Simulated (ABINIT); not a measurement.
Runs of ABINIT 10.8.3 (patched build) on Ni. Symmetry: Fm-3m, No. 225, cubic system. Conventional cell: a = 3.475 Å, b = 3.475 Å, c = 3.475 Å, α = 90.00°, β = 90.00°, γ = 90.00°. Ni (site symmetry m-3m) is surrounded by 12 Ni at 2.46 Å. 

```tsv
task	level	potentials or basis	k mesh	cutoff (eV)	most SCF steps	thinning of the exchange mesh (fockdownsampling)	fine-grid cutoff	mesh quality	gap on the mesh (eV)	moment (μB)
single point	HSE03(Libxc)	SPMS NC PBE v1.0	6 × 6 × 6	980	60	2 × 2 × 2	-	coarse	none	0.60
band structure	LDA	JTH PAW LDA v2.0	13 × 13 × 13	816	-	-	1414.99 eV	not flagged	none	0.62
single point	LDA	JTH PAW LDA v2.0	5 × 5 × 5	816	-	-	1414.99 eV	coarse	none	0.95
single point	PBE	JTH PAW PBE v2.0	13 × 13 × 13	1116	-	-	1714.32 eV	not flagged	none	(a)
band structure	LDA-PZ	JTH PAW LDA v2.0	13 × 13 × 13	816	-	-	1414.99 eV	not flagged	none	0.62
single point	LDA	JTH PAW LDA v2.0	8 × 8 × 8	816	-	-	1414.99 eV	coarse	none	0.70
single point	r2SCAN	JTH PAW PBE v2.0	8 × 8 × 8	980	-	-	1578.26 eV	coarse	none	0.70
```

Alike in all rows: spin collinear, ferromagnetic start; cell as given; smearing fermi-dirac 0.05 eV.

Problem. Estimate the missing entries.

Solution. (a) 0.63.

Caveats: some runs use coarse meshes; exact exchange is summed on a coarse mesh, which widens gaps by tenths of an eV (some runs); Libxc's HSE differs a little from that of other programs (some runs).

A k mesh can miss the band edges.

A gap of «none» marks a metal or a gap under the smearing width.

Not every run made on this cell is shown here.
